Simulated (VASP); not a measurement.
# V: self-consistent run, by LSFBXC

V, P6_3/mmc (no. 194), 2 atoms in the cell. PBE; PAW potentials V_sv (PBE set).

| LSFBXC | Pressure (GPa) | Gap on the mesh (eV) | Time (s) |
|---|---|---|---|
| default | 0.11 | 0.000 | 567 |
| .TRUE. | 0.12 | 0.000 | 567 |

## Input of the first row

INCAR:
```
SYSTEM = V
PREC = Accurate
ENCUT = 520
EDIFF = 1E-6
ISMEAR = 1
SIGMA = 0.1
LREAL = .FALSE.
LASPH = .TRUE.
ALGO = Normal
NELM = 200
ISIF = 2
LWAVE = .FALSE.
LCHARG = .FALSE.
LORBIT = 11
LMAXMIX = 4
LNONCOLLINEAR = .TRUE.
MAGMOM = 0.029 0.013 0.024 -0.373 -0.54 -0.658
ISYM = -1
```

KPOINTS:
```
k-points
0
Gamma
  8 8 4
```

POSCAR:
```
V
1.0
    2.6042941027      0.0000000000      0.0000000000
   -1.3021470513      2.2553848518      0.0000000000
    0.0000000000      0.0000000000      4.7233360000
V
2
Direct
    0.3333333333      0.6666666667      0.2500000000
    0.6666666667      0.3333333333      0.7500000000
```

Commands:
```
cat potpaw_PBE.64/V_sv/POTCAR > POTCAR
mpirun -np 1 vasp_ncl > vasp.out
```

Changes of the last row against the first:
```
+ LSFBXC = True
```

VASP 6.6.1 took 567 s on 1 core (Intel Xeon 6975P-C (Granite Rapids)), a shared host.
